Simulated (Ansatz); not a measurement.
Input and output of a single-point calculation on zincblende BN (the PAW code Ansatz, r2SCAN). The cell was relaxed beforehand with r2SCAN.

```yaml
crystal:
  lattice:
    - [0.0, 1.8048254656, 1.8048254656]
    - [1.8048254656, 0.0, 1.8048254656]
    - [1.8048254656, 1.8048254656, 0.0]
  atoms:
    - { symbol: B, position: [0.0, 0.0, 0.0] }
    - { symbol: "N", position: [0.25, 0.25, 0.25] }
kpoints:
  mp_grid: { grid: [12, 12, 12] }
  band_path:
    path:
      - [0.0, 0.0, 0.0]
      - [-0.5, -0.5, 0.0]
      - [-0.375, -0.375, 0.25]
      - [-0.375, 0.0, 0.375]
      - [0.0, 0.0, 0.5]
      - [-0.5, -0.25, 0.25]
      - [0.0, 0.5, 0.5]
    npoints: 1
hamiltonian:
  xc: r2scan
scf:
  occupations: { method: fixed }
  n_extra_bands: 4
output:
  forces: true
  stress: true
  eigenvalues: true
```

Some lines of the output have been replaced by numbered gaps.
```
Functional definition: r2SCAN
Crystal: 2 atoms, lattice volume = 11.758 Å³
Basis set: ecut = 500 eV, 307 PW (Γ)
[1]
Symmetry: 24 space group operations
Space group: F-43m (ITA 216)
k-points: 72 of 1728 (time reversal used)
preconditioner: auto → none  [insulator: Δε(μ)=4.946 eV  ℏωp=30.6 eV]
SCF converged after 6 iterations
Free energy (F): -544.006617 eV
Fermi energy:    11.080457 eV
--- Per-component energies (eV) ---
  E_band       = 22.328906
  E_kinetic    = 186.169879
  E_local      = -174.772466
  E_nonlocal   = 55.887248
  E_hartree    = 49.521631
  E_xc         = -92.367044
  E_vxc        = -127.841504
  E_paw        = -209.482143
  E_vpaw       = -23.156977
  E_vtau       = 7.000571
  E_ewald      = -358.915733
  E_core_change = -0.048007
--- Stress (GPa, compression-positive) ---
[2]
```

Q: What stood in the gaps? They hold the stress, the band count.

A:
```
[1]
Bands: 8, of which v1, the nominal top of the filled ones, is band 4 counted from 1 (3 counted from 0)
[2]
        0.027798       0.000000       0.000000
        0.000000       0.027798       0.000000
        0.000000       0.000000       0.027798
  P = ⅓ Tr σ = 0.0278 GPa (0.278 kbar)
```

Run as `ansatz run input.yaml --threads 2 --pin off --max-ram 2211MiB --backend cpu --events-out ev --progress --plain --runs-dir out`. Wall time 1.4 s on 2 threads of Arm Neoverse V1, on a shared host; peak host memory 0.26 GiB.

(Simulation; spin polarisation is off.)
